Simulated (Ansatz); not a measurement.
SiO2 in Ansatz: the effect of target pressure

The system is SiO2.

```
Si O
1.0
     4.23317    0.00000    0.00000
     0.00000    4.23317    0.00000
     0.00000    0.00000    2.69349
Si O
2 4
Direct
  0.00000 0.00000 0.00000
  0.50000 0.50000 0.50000
  0.80684 0.19316 0.50000
  0.30684 0.30684 0.00000
  0.19316 0.80684 0.50000
  0.69316 0.69316 0.00000
```

The cell comes from a database or a generator and needn't be the stable form of this composition.

Alike in all runs:

* Program: Ansatz 0.2.0
* Task: relaxation of cell and atoms
* Functional: PBEsol
* Potentials or basis: Ansatz PAW
* Cutoff: 420 eV (not typed: the program's choice for these potentials)
* k mesh: 6 × 6 × 10
* Occupations: fermi-dirac, width 0.05 eV
* Spin: no spin polarisation

Each run relaxes the cell or the atoms first.

Q: One run gave: relaxed volume 7.21 Å³/atom; gap on the mesh 6.62 eV. Which target pressure did it use?
A. 10 GPa
B. 5 GPa
C. 30 GPa
D. 20 GPa
E. 0 GPa

A: C.

```tsv
target pressure	relaxed volume (Å³/atom)	gap on the mesh (eV)
0 GPa	7.85	5.35
2 GPa	7.80	5.46
5 GPa	7.72	5.61
10 GPa	7.61	5.86
20 GPa	7.40	6.33
30 GPa	7.21	6.62
```

Caveats: the plane-wave basis is chosen anew once the cell has moved, so the energies of steps on either side of that aren't comparable; the PAW data sets come from PBE, with cores solved anew for the run's functional, which leaves a small shift of forces and pressure.

A k mesh can miss the band edges.

Runs at the PBE level aren't shown here.
